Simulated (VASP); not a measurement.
# Input and output of a VASP PBE single-point calculation on LiF (strained rocksalt)

INCAR

```
SIGMA = 0.02
ENCUT = 520
NBANDS = 12
ISIF = 2
LELF = .TRUE.
LCHARG = .TRUE.
EDIFF = 1E-7
IBRION = -1
ISMEAR = -1
NSW = 0
GGA = PE
PREC = Accurate
LWAVE = .FALSE.
NELM = 120
LREAL = .FALSE.
LASPH = .TRUE.
```

KPOINTS

```
KPOINTS created by Atomic Simulation Environment
0
Gamma
10 10 10
0 0 0
```

KPOINTS_OPT

```
special points
6
Reciprocal
0.0000000000 0.0000000000 0.0000000000 1
0.5000000000 0.0000000000 0.5000000000 1
0.6250000000 0.2500000000 0.6250000000 1
0.3750000000 0.3750000000 0.7500000000 1
0.5000000000 0.5000000000 0.5000000000 1
0.5000000000 0.2500000000 0.7500000000 1
```

POSCAR

```
Li F
 1.0000000000000000
     0.0000000000000000    2.0479353318000002    1.9619039685999999
     2.0479353318000002    0.0000000000000000    1.9619039685999999
     2.0479353318000002    2.0479353318000002    0.0000000000000000
 Li  F
   1   1
Cartesian
  0.0000000000000000  0.0000000000000000  0.0000000000000000
  2.0479353317999998  2.0479353317999998  1.9619039685999995
```

VASP ran with the recommended PBE PAW datasets (10 valence electrons in the cell).

Command

```
mpirun -np 1 vasp_std
```

From OUTCAR

```
k-points           NKPTS =    102   k-points in BZ     NKDIM =    102   number of bands    NBANDS=     12

   NELECT =      10.0000    total number of electrons

   dimension x,y,z NGX =    24 NGY =   24 NGZ =   24
   dimension x,y,z NGXF=    48 NGYF=   48 NGZF=   48

  energy-cutoff  :      520.00
  volume of cell :       16.46
      direct lattice vectors                 reciprocal lattice vectors
     0.000000000  2.047935332  1.961903969    -0.244148334  0.244148334  0.254854472
     2.047935332  0.000000000  1.961903969     0.244148334 -0.244148334  0.254854472
     2.047935332  2.047935332  0.000000000     0.244148334  0.244148334 -0.254854472

 k-points in reciprocal lattice and weights: KPOINTS created by Atomic Simulation Env
   0.00000000  0.00000000  0.00000000       0.001
   0.10000000 -0.00000000  0.00000000       0.008
   0.20000000 -0.00000000  0.00000000       0.008
   0.30000000  0.00000000  0.00000000       0.008
   0.40000000  0.00000000  0.00000000       0.008
   0.50000000  0.00000000  0.00000000       0.004
   0.10000000  0.10000000  0.00000000       0.002
   0.20000000  0.10000000  0.00000000       0.008
   ...

 E-fermi :  -0.5958

 k-point     1 :       0.0000    0.0000    0.0000
  band No.  band energies     occupation
      1     -41.9934      2.00000
      2     -21.0190      2.00000
      3      -1.1439      2.00000
      4      -1.0305      2.00000
      5      -1.0305      2.00000
      6       7.9529      0.00000
      7      22.4928      0.00000
      8      22.4928      0.00000
      9      23.0941      0.00000
     10      23.0941      0.00000
     11      23.4540      0.00000
     12      23.5037      0.00000

 k-point     2 :       0.1000   -0.0000    0.0000
  band No.  band energies     occupation
      1     -41.9880      2.00000
      2     -20.9809      2.00000
      3      -1.3643      2.00000
      4      -1.1097      2.00000
      5      -1.0608      2.00000
      6       8.2462      0.00000
      7      20.1297      0.00000
      8      21.2366      0.00000
      9      21.9366      0.00000
     10      24.1378      0.00000
     11      24.1465      0.00000
     12      24.5286      0.00000

 k-point     3 :       0.2000   -0.0000    0.0000
  band No.  band energies     occupation
      1     -41.9737      2.00000
      2     -20.8786      2.00000
      3      -2.0380      2.00000
      4      -1.1559      2.00000
      5      -1.1386      2.00000
      6       8.9005      0.00000
      7      17.6819      0.00000
      8      19.7112      0.00000
      9      20.5109      0.00000
     10      25.1304      0.00000
     11      25.5108      0.00000
     12      25.7765      0.00000

 k-point     4 :       0.3000    0.0000    0.0000
  band No.  band energies     occupation
      1     -41.9561      2.00000
      2     -20.7472      2.00000
      3      -2.7907      2.00000
      4      -1.2319      2.00000
      5      -1.2019      2.00000
      6       9.4616      0.00000
      7      16.1996      0.00000
      8      18.4660      0.00000
      9      19.2797      0.00000
     10      26.4793      0.00000
     11      27.1539      0.00000
     12      27.4628      0.00000

 k-point     5 :       0.4000    0.0000    0.0000
  band No.  band energies     occupation
      1     -41.9418      2.00000
      2     -20.6363      2.00000
      3      -3.3513      2.00000
      4      -1.3050      2.00000
      5      -1.2368      2.00000
      6       9.6629      0.00000
      7      15.6588      0.00000
      8      17.6718      0.00000
      9      18.4711      0.00000
     10      28.0387      0.00000
     11      28.7604      0.00000
     12      29.3215      0.00000

 k-point     6 :       0.5000    0.0000    0.0000
  band No.  band energies     occupation
      1     -41.9364      2.00000
      2     -20.5929      2.00000
      3      -3.5568      2.00000
      4      -1.3325      2.00000
      5      -1.2496      2.00000
      6       9.6725      0.00000
      7      15.5839      0.00000
      8      17.4002      0.00000
      9      18.1906      0.00000
     10      29.0427      0.00000
     11      29.5080      0.00000
     12      30.3574      0.00000

 k-point     7 :       0.1000    0.1000    0.0000
  band No.  band energies     occupation
      1     -41.9854      2.00000
      2     -20.9669      2.00000
      3      -1.3729      2.00000
      4      -1.1391      2.00000
      5      -1.1391      2.00000
      6       8.3837      0.00000
      7      20.6314      0.00000
      8      20.6314      0.00000
      9      21.0772      0.00000
     10      22.0363      0.00000
     11      25.9131      0.00000
     12      25.9131      0.00000

 k-point     8 :       0.2000    0.1000    0.0000
  band No.  band energies     occupation
      1     -41.9737      2.00000
      2     -20.8834      2.00000
      3      -1.8704      2.00000
      4      -1.2558      2.00000
      5      -1.1955      2.00000
      6       8.9973      0.00000
      7      18.1271      0.00000
      8      19.6993      0.00000
      9      20.6378      0.00000
     10      21.8998      0.00000
     11      27.3304      0.00000
     12      27.3404      0.00000

 k-point     9 :       0.3000    0.1000    0.0000
  band No.  band energies     occupation
      1     -41.9572      2.00000
      2     -20.7571      2.00000
      3      -2.5850      2.00000
      4      -1.3645      2.00000
      5      -1.2685      2.00000
      6       9.6923      0.00000
      7      16.2800      0.00000
      8      18.7234      0.00000
      9      19.3885      0.00000
     10      23.3637      0.00000
     11      28.4882      0.00000
     12      28.7427      0.00000

 k-point    10 :       0.4000    0.1000    0.0000
  band No.  band energies     occupation
      1     -41.9422      2.00000
      2     -20.6344      2.00000
      3      -3.1926      2.00000
      4      -1.4244      2.00000
      5      -1.3805      2.00000
      6      10.0691      0.00000
      7      15.4566      0.00000
      8      17.9458      0.00000
      9      18.5526      0.00000
     10      25.1682      0.00000
     11      29.5829      0.00000
     12      30.1892      0.00000

 k-point    11 :       0.5000    0.1000    0.0000
  band No.  band energies     occupation
      1     -41.9345      2.00000
      2     -20.5658      2.00000
      3      -3.5002      2.00000
      4      -1.4938      2.00000
      5      -1.4151      2.00000
      6      10.1121      0.00000
      7      15.3424      0.00000
      8      17.5423      0.00000
      9      18.2033      0.00000
     10      27.0930      0.00000
     11      29.9152      0.00000
     12      30.1556      0.00000

 k-point    12 :      -0.4000    0.1000    0.0000
  band No.  band energies     occupation
      1     -41.9370      2.00000
      2     -20.5814      2.00000
      3      -3.4196      2.00000
      4      -1.5664      2.00000
      5      -1.3406      2.00000
      6      10.0619      0.00000
      7      15.4644      0.00000
      8      17.6117      0.00000
      9      18.3032      0.00000
     10      28.5654      0.00000
     11      28.7789      0.00000
     12      28.8084      0.00000

 k-point    13 :      -0.3000    0.1000    0.0000
  band No.  band energies     occupation
      1     -41.9487      2.00000
      2     -20.6740      2.00000
      3      -2.9725      2.00000
      4      -1.5713      2.00000
      5      -1.2277      2.00000
      6       9.8703      0.00000
      7      15.8978      0.00000
      8      18.1960      0.00000
      9      18.7594      0.00000
     10      26.8881      0.00000
     11      27.0045      0.00000
     12      29.1376      0.00000

 k-point    14 :      -0.2000    0.1000    0.0000
  band No.  band energies     occupation
      1     -41.9653      2.00000
      2     -20.8039      2.00000
      3      -2.2920      2.00000
      4      -1.5028      2.00000
      5      -1.1176      2.00000
      6       9.3497      0.00000
      7      17.0807      0.00000
      8      19.2746      0.00000
      9      19.4021      0.00000
     10      25.0465      0.00000
     11      25.7194      0.00000
     12      28.2576      0.00000

 k-point    15 :      -0.1000    0.1000    0.0000
  band No.  band energies     occupation
      1     -41.9803      2.00000
      2     -20.9200      2.00000
      3      -1.6353      2.00000
      4      -1.3559      2.00000
      5      -1.0529      2.00000
      6       8.6669      0.00000
      7      19.0027      0.00000
      8      20.1434      0.00000
      9      20.6435      0.00000
     10      23.8055      0.00000
     11      24.8713      0.00000
     12      26.8038      0.00000

 ...

  Total        0.0233826      0.0233826      0.3846231      0.0000000     -0.0000000     -0.0000000
  in kB        2.2764721      2.2764721     37.4460237      0.0000000     -0.0000000     -0.0000000
  external PRESSURE =      13.9996560 kB  Pullay stress =       0.0000000 kB

 POSITION                                       TOTAL-FORCE (eV/Angst)
 -----------------------------------------------------------------------------------
      0.00000      0.00000      0.00000         0.000000     -0.000000      0.000000
      2.04794      2.04794      1.96190        -0.000000      0.000000     -0.000000
 -----------------------------------------------------------------------------------
    total drift:                               -0.000000     -0.000000      0.000000

  FREE ENERGIE OF THE ION-ELECTRON SYSTEM (eV)
  ---------------------------------------------------
  free  energy   TOTEN  =        -9.6339545720 eV

  energy  without entropy=       -9.6339545720  energy(sigma->0) =       -9.63395457
```

```json
{
  "gap between bands v and c": "8.98 eV",
  "least direct gap": "8.98 eV",
  "pressure": "1.4 GPa"
}
```

Band v is the last that the valence electrons fill when counted band by band, and c is the next.

The run took about 13 s on one core of a shared host (Intel Xeon Platinum 8488C) and held 0.14 GiB at most.
